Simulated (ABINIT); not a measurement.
Al, 1 atom in the cell. The structure is cubic, space group Fm-3m (No. 225). Conventional cell: a = 3.984 Å, b = 3.984 Å, c = 3.984 Å, α = 90.00°, β = 90.00°, γ = 90.00°. Around Al (site symmetry m-3m) lie 12 Al at 2.82 Å.  The cell isn't the ideal one: cell relaxed at zero pressure by an earlier run.

```yaml
Program: ABINIT 10.8.3 (patched build)
Task: elastic constants
Functional: LDA
Potentials_or_basis: PseudoDojo NC SR LDA v0.4.1 standard
Cutoff: 435 eV
k_mesh: 18 × 18 × 18
Occupations: cold (ABINIT), width 0.2 eV
Spin: no spin polarisation
Cutoff_smearing_ecutsm_Ha: 0.5
Stop_of_the_response_cycle_tolvrs: 1e-10
Acoustic_sum_rule_asr: 1
Ions_in_elastic_constants: relaxed
```

Potentials or basis: PseudoDojo NC SR LDA v0.4.1 standard.

The run is started by

```sh
$ abinit run.abi > log 2>&1
$ mrgddb < mrgddb.in > mrgddb.log 2>&1
$ anaddb anaddb.abi > anaddb.log 2>&1
```

Hardware: 1 thread of Arm Neoverse V2, on a shared host.

Problem. Estimate the wall time of this run.

Solution. Wall time 3.5 min on 1 thread of Arm Neoverse V2, on a shared host, peak memory 0.2 GiB. Counts: scf iterations 56, mpi ranks 1, k points 195, bands 9, plane waves 335.
